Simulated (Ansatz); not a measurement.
Cu Kα1 powder pattern (kinematic, no thermal factors).
2θ (°) (relative intensity): 24.78 (36), 28.69 (100), 41.02 (77), 48.52 (19), 50.83 (28), 59.41 (13), 65.37 (8), 67.29 (37), 74.73 (27), 80.14 (6), 88.98 (9)

The pattern is computed from a structure relaxed with Ansatz 0.2.0, DFT PBE, scalar-relativistic, plane waves, PAW. No spin polarisation. Its elements are Pb, Se.

Question: Give the structure.

Answer: PbSe.
Space group Fm-3m (No. 225). a = 6.218 Å, b = 6.218 Å, c = 6.218 Å, α = 90.00°, β = 90.00°, γ = 90.00°
```csv
atom,site,symmetry,x,y,z
Pb,4b,m-3m,0.5000,0.0000,0.0000
Se,4a,m-3m,0.0000,0.0000,0.0000
```

A pattern alone doesn't exclude other cells with like lines; this is the one computed.

The cell was reached from a generator's guess, though it ends in a space group that the Crystallography Open Database lists for this formula.
